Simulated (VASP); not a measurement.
# Si (Fd-3m) in VASP: a series of runs

One crystal, Si, is run at these levels: PBE, PBEsol0, RPBE; tasks: single point, relaxation of cell and atoms.

All numbers are computed with VASP 6.6.1; they aren't measurements. Logs are shortened: lines on timing, memory, paths and dates and some standing lists are left out, and cuts for length are marked.

## 1. The structure

Symmetry: Fd-3m, No. 227, cubic system. Conventional cell: a = 5.444 Å, b = 5.444 Å, c = 5.444 Å, α = 90.00°, β = 90.00°, γ = 90.00°. Si (site symmetry -43m) has 4 Si at 2.36 Å as nearest neighbours.

## 2. Single point, PBE

The input, INCAR:

```
ALGO = Normal ; EDIFF = 1E-7
ENCUT = 520 ; GGA = PE
ISIF = 2 ; ISMEAR = 0
LASPH = True ; LCHARG = True
LELF = True ; LREAL = False
LVHAR = True ; LWAVE = False
NELM = 100 ; PREC = Accurate
SIGMA = 0.015
```

The input, KPOINTS:

```
k-points
0
Gamma
  8 8 8
```

The input, POSCAR:

```
Si
1.0
    0.0000000000      2.7218511865      2.7218511865
    2.7218511865      0.0000000000      2.7218511865
    2.7218511865      2.7218511865      0.0000000000
Si
2
Direct
    0.5000000000      0.5000000000      0.5000000000
    0.7500000000      0.7500000000      0.7500000000
```

Potentials or basis: VASP PAW PBE potentials, release 64 (Si).

Launch:

```bash
cat potpaw_PBE.64/Si/POTCAR > POTCAR
mpirun -np 1 vasp_std > vasp.out
```

OUTCAR:

```text
EDIFF = 1E-7
   ENCUT = 520
   GGA = PE
   ISIF = 2
   ISMEAR = 0
   LASPH = True
   LREAL = False
   NELM = 100
   PREC = Accurate

 ion  position               nearest neighbor table
   1  0.500  0.500  0.500-   2 2.36   2 2.36   2 2.36   2 2.36
   2  0.750  0.750  0.750-   1 2.36   1 2.36   1 2.36   1 2.36

  LATTYP: Found a face centered cubic cell.
 ALAT       =     5.4437023730

  Lattice vectors:

 A1 = (   0.0000000000,   2.7218511865,   2.7218511865)
 A2 = (   2.7218511865,   0.0000000000,   2.7218511865)
 A3 = (   2.7218511865,   2.7218511865,   0.0000000000)

Analysis of symmetry for initial positions (statically):
=====================================================================
 Subroutine PRICEL returns:
 Original cell was already a primitive cell.

 Routine SETGRP: Setting up the symmetry group for a
 face centered cubic supercell.

 Subroutine GETGRP returns: Found 48 space group operations
 (whereof 24 operations were pure point group operations)
 out of a pool of 48 trial point group operations.

The static configuration has the point symmetry T_d .
 The point group associated with its full space group is O_h .

Analysis of symmetry for dynamics (positions and initial velocities):
=====================================================================
 Subroutine PRICEL returns:
 Original cell was already a primitive cell.

 Routine SETGRP: Setting up the symmetry group for a
 face centered cubic supercell.

 Subroutine GETGRP returns: Found 48 space group operations
 (whereof 24 operations were pure point group operations)
 out of a pool of 48 trial point group operations.

The dynamic configuration has the point symmetry T_d .
 The point group associated with its full space group is O_h .

 Subroutine INISYM returns: Found 48 space group operations
 (whereof 24 operations are pure point group operations),
 and found     1 'primitive' translations

----------------------------------------------------------------------------------------

                                     Primitive cell

  volume of cell :      40.3295

  direct lattice vectors                    reciprocal lattice vectors
     0.000000000  2.721851186  2.721851186    -0.183698507  0.183698507  0.183698507
     2.721851186  0.000000000  2.721851186     0.183698507 -0.183698507  0.183698507
     2.721851186  2.721851186  0.000000000     0.183698507  0.183698507 -0.183698507

  length of vectors
     3.849278863  3.849278863  3.849278863     0.318175148  0.318175148  0.318175148

  position of ions in fractional coordinates (direct lattice)
     0.500000000  0.500000000  0.500000000
     0.750000000  0.750000000  0.750000000

  ion indices of the primitive-cell ions
   primitive index   ion index
                 1           1
                 2           2

----------------------------------------------------------------------------------------

 KPOINTS: k-points

Automatic generation of k-mesh.
 Grid dimensions read from file:
 generate k-points for:    8    8    8

 Generating k-lattice:

  Cartesian coordinates                     Fractional coordinates (reciprocal lattice)
    -0.022962313  0.022962313  0.022962313     0.125000000  0.000000000  0.000000000
     0.022962313 -0.022962313  0.022962313     0.000000000  0.125000000  0.000000000
     0.022962313  0.022962313 -0.022962313     0.000000000  0.000000000  0.125000000

  Length of vectors
     0.039771893  0.039771893  0.039771893

  Shift w.r.t. Gamma in fractional coordinates (k-lattice)
     0.000000000  0.000000000  0.000000000

 Subroutine IBZKPT returns following result:
 ===========================================

 Found     29 irreducible k-points:

 Following reciprocal coordinates:
            Coordinates               Weight
  0.000000  0.000000  0.000000      1.000000
  0.125000  0.000000  0.000000      8.000000
  0.250000  0.000000  0.000000      8.000000
  0.375000  0.000000  0.000000      8.000000
  0.500000  0.000000  0.000000      4.000000
  0.125000  0.125000  0.000000      6.000000
[... 21 lines left out ...]
 -0.375000  0.500000  0.125000     12.000000
 -0.250000  0.500000  0.250000      6.000000
   k-points           NKPTS =     29   k-points in BZ     NKDIM =     29   number of bands    NBANDS=      8
   number of dos      NEDOS =    301   number of ions     NIONS =      2
   total plane-waves  NPLWV =  27000
   dimension x,y,z NGX =    30 NGY =   30 NGZ =   30
   dimension x,y,z NGXF=    60 NGYF=   60 NGZF=   60
   ions per type =               2
   NGX,Y,Z   is equivalent  to a cutoff of  12.96, 12.96, 12.96 a.u.
   NGXF,Y,Z  is equivalent  to a cutoff of  25.91, 25.91, 25.91 a.u.
 SYSTEM =  unknown system
   PREC   = accura    normal or accurate (medium, high low for compatibility)
   ISTART =      0    job   : 0-new  1-cont  2-samecut
   ICHARG =      2    charge: 1-file 2-atom 10-const
   ISPIN  =      1    spin polarized calculation?
   LNONCOLLINEAR =      F non collinear calculations
   LSORBIT =      F    spin-orbit coupling
   LASPH  =      T    aspherical Exc in radial PAW
   ENCUT  =  520.0 eV  38.22 Ry    6.18 a.u.   7.16  7.16  7.16*2*pi/ulx,y,z
   NELM   =    100;   NELMIN=  2; NELMDL= -5     # of ELM steps
   EDIFF  = 0.1E-06   stopping-criterion for ELM
   LREAL  =      F    real-space projection
   EDIFFG = 0.1E-05   stopping-criterion for IOM
   NSW    =      0    number of steps for IOM
   IBRION =     -1    ionic relax: 0-MD 1-quasi-New 2-CG
   NFREE  =      0    steps in history (QN), initial steepest desc. (CG)
   ISIF   =      2    stress and relaxation
   ISYM   =      2    0-nonsym 1-usesym 2-fastsym
   POTIM  = 0.5000    time-step for ionic-motion
   TEBEG  =    0.0;   TEEND  =   0.0 temperature during run
   PSTRESS=    0.0 pullay stress
   NELECT =       8.0000    total number of electrons
   NUPDOWN=      -1.0000    fix difference up-down
   EMIN   =  10.00;   EMAX   =-10.00  energy-range for DOS
   EFERMI =   0.00;   METHOD = LEGACY
   ISMEAR =     0;   SIGMA  =   0.01  broadening in eV -4-tet -1-fermi 0-gaus
   EFERMI_NEDOS =   21; number of points for ismear=-14 and -15
   IALGO  =     38    algorithm
   IMIX   =      4    mixing-type and parameters
     AMIX     =   0.40;   BMIX     =  1.00
     AMIX_MAG =   1.60;   BMIX_MAG =  1.00
  volume/ion in A,a.u.               =      20.16       136.08
  Fermi-wavevector in a.u.,A,eV,Ry     =   0.954766  1.804247 12.402783  0.911579
  Thomas-Fermi vector in A             =   2.083543
   LORBIT       =      0    0 simple, 1 ext, 2 COOP (PROOUT), +10 PAW based schemes
   GGA     = PE    functional components
   LHFCALC =     F    Hartree Fock is set to
   AEXX    =    0.0000 exact exchange contribution
   IVDW    =     0    specifies the selected vdW correction
   LEPSILON=     F    determine dielectric tensor
   LRPA    =     F    only Hartree local field effects (RPA)
 non-spin polarized calculation
 Gauss-broadening in eV      SIGMA  =   0.01
  energy-cutoff  :      520.00
  volume of cell :       40.33
 maximum number of plane-waves:      1106
 NGX is ok and might be reduce to    30
   NGX = 15   NGY = 15   NGZ = 15

 number of electron       8.0000001 magnetization

 Free energy of the ion-electron system (eV)
  ---------------------------------------------------
  ext. energy  EPLUGINS =         0.00000000
  ---------------------------------------------------
  free energy    TOTEN  =       -10.84388606 eV

  energy without entropy =      -10.84388606  energy(sigma->0) =      -10.84388606

 E-fermi :   5.8848     XC(G=0):  -9.3800

 val. band max:        5.7550175257   @ k =   0.0000   0.0000   0.0000
 cond. band min:       6.3828501005   @ k =   0.3750   0.3750   0.0000
 fundamental gap:      0.6278325747
 Fermi energy:         5.8847725632

 k-point     1 :       0.0000    0.0000    0.0000
  band No.  band energies     occupation
      1      -6.1534      2.00000
      2       5.7550      2.00000
      3       5.7550      2.00000
      4       5.7550      2.00000
      5       8.3172      0.00000
      6       8.3172      0.00000
      7       8.3172      0.00000
      8       9.0463      0.00000

 k-point     2 :       0.1250    0.0000    0.0000
  band No.  band energies     occupation
      1      -5.9505      2.00000
      2       4.1605      2.00000
      3       5.4686      2.00000
      4       5.4686      2.00000
      5       8.2392      0.00000
      6       8.7383      0.00000
      7       8.7383      0.00000
      8      10.4080      0.00000

 k-point     3 :       0.2500    0.0000    0.0000
  band No.  band energies     occupation
      1      -5.3588      2.00000
      2       1.8441      2.00000
      3       5.0011      2.00000
      4       5.0011      2.00000
      5       7.7621      0.00000
      6       9.2560      0.00000
      7       9.2560      0.00000
      8      12.6195      0.00000

 k-point     4 :       0.3750    0.0000    0.0000
  band No.  band energies     occupation
      1      -4.4717      2.00000
      2      -0.1634      2.00000
      3       4.6758      2.00000
      4       4.6758      2.00000
      5       7.3981      0.00000
      6       9.2069      0.00000
      7       9.2069      0.00000
      8      13.6239      0.00000

 k-point     5 :       0.5000    0.0000    0.0000
  band No.  band energies     occupation
      1      -3.8402      2.00000
      2      -1.1773      2.00000
      3       4.5645      2.00000
      4       4.5645      2.00000
      5       7.2700      0.00000
      6       9.0982      0.00000
      7       9.0982      0.00000
      8      13.4751      0.00000

 k-point     6 :       0.1250    0.1250    0.0000
  band No.  band energies     occupation
      1      -5.8822      2.00000
      2       4.4165      2.00000
      3       4.9559      2.00000
      4       4.9559      2.00000
      5       7.7691      0.00000
      6       9.4483      0.00000
      7       9.4483      0.00000
      8      10.0964      0.00000

 k-point     7 :       0.2500    0.1250    0.0000
  band No.  band energies     occupation
      1      -5.4164      2.00000
      2       2.5393      2.00000
      3       4.4477      2.00000
      4       4.5196      2.00000
      5       7.9028      0.00000
      6       9.4370      0.00000
      7      10.2095      0.00000
      8      10.5018      0.00000
[... 188 lines left out ...]
 k-point    25 :       0.5000    0.3750    0.1250
  band No.  band energies     occupation
      1      -3.5770      2.00000
      2      -0.1941      2.00000
      3       2.4204      2.00000
      4       3.0194      2.00000
      5       7.7056      0.00000
      6       8.4060      0.00000
      7      11.4862      0.00000
      8      13.7107      0.00000

 k-point    26 :      -0.3750    0.3750    0.1250
  band No.  band energies     occupation
      1      -2.7095      2.00000
      2      -1.1553      2.00000
      3       1.7285      2.00000
      4       2.8203      2.00000
      5       8.1462      0.00000
      6      10.0317      0.00000
      7      11.0109      0.00000
      8      13.1655      0.00000

 k-point    27 :      -0.2500    0.3750    0.1250
  band No.  band energies     occupation
      1      -3.0578      2.00000
      2      -0.7940      2.00000
      3       1.5632      2.00000
      4       3.1930      2.00000
      5       8.6225      0.00000
      6      10.2894      0.00000
      7      10.9537      0.00000
      8      12.7622      0.00000

 k-point    28 :      -0.3750    0.5000    0.1250
  band No.  band energies     occupation
      1      -1.9585      2.00000
      2      -1.9585      2.00000
      3       2.3670      2.00000
      4       2.3670      2.00000
      5       7.7312      0.00000
      6       7.7312      0.00000
      7      13.5699      0.00000
      8      13.5699      0.00000

 k-point    29 :      -0.2500    0.5000    0.2500
  band No.  band energies     occupation
      1      -1.8744      2.00000
      2      -1.8744      2.00000
      3       1.9359      2.00000
      4       1.9359      2.00000
      5      10.0237      0.00000
      6      10.0237      0.00000
      7      10.7353      0.00000
      8      10.7353      0.00000

------------------------ aborting loop because EDIFF is reached ----------------------------------------

  FORCE on cell =-STRESS in cart. coord.  units (eV):
  Direction    XX          YY          ZZ          XY          YZ          ZX
  --------------------------------------------------------------------------------------
  -------------------------------------------------------------------------------------
  Total        0.3173278      0.3173278      0.3173278      0.0000000     -0.0000000      0.0000000
  in kB       12.6065294     12.6065294     12.6065294      0.0000000     -0.0000000      0.0000000
  external PRESSURE =      12.6065294 kB  Pullay stress =       0.0000000 kB

 VOLUME and BASIS-vectors are now :
 -----------------------------------------------------------------------------
  energy-cutoff  :      520.00
  volume of cell :       40.33
      direct lattice vectors                 reciprocal lattice vectors
     0.000000000  2.721851186  2.721851186    -0.183698507  0.183698507  0.183698507
     2.721851186  0.000000000  2.721851186     0.183698507 -0.183698507  0.183698507
     2.721851186  2.721851186  0.000000000     0.183698507  0.183698507 -0.183698507

 POSITION                                       TOTAL-FORCE (eV/Angst)
 -----------------------------------------------------------------------------------
      2.72185      2.72185      2.72185         0.000000      0.000000      0.000000
      4.08278      4.08278      4.08278        -0.000000     -0.000000     -0.000000
 -----------------------------------------------------------------------------------
    total drift:                                0.000000     -0.000000     -0.000000

  FREE ENERGIE OF THE ION-ELECTRON SYSTEM (eV)
  ---------------------------------------------------
  free  energy   TOTEN  =       -10.8438860551 eV

  energy  without entropy=      -10.8438860551  energy(sigma->0) =      -10.84388606
```

Run time: 9.4 s. Hardware: 1 thread of AMD EPYC 9R45 (Zen 5), shared host; peak memory 0.12 GiB.

What came out:

```yaml
Free_energy: -10.8439 eV
Pressure: 1.3 GPa
Band_gap_on_the_k_mesh: 0.63 eV, indirect (least direct gap 2.56 eV)
```

Levels at points of the mesh, in eV from the valence-band top:
```tsv
k point	band 1	band 2	band 3	band 4	band 5	band 6	band 7	band 8
(0.00, 0.00, 0.00)	-11.91	0.00	0.00	0.00	2.56	2.56	2.56	3.29
(0.50, 0.00, 0.00)	-9.60	-6.93	-1.19	-1.19	1.51	3.34	3.34	7.72
(0.50, 0.50, 0.00)	-7.79	-7.79	-2.83	-2.83	0.72	0.72	10.05	10.05
```

A k mesh can miss the band edges.

(Continued in part 2 of 3.)
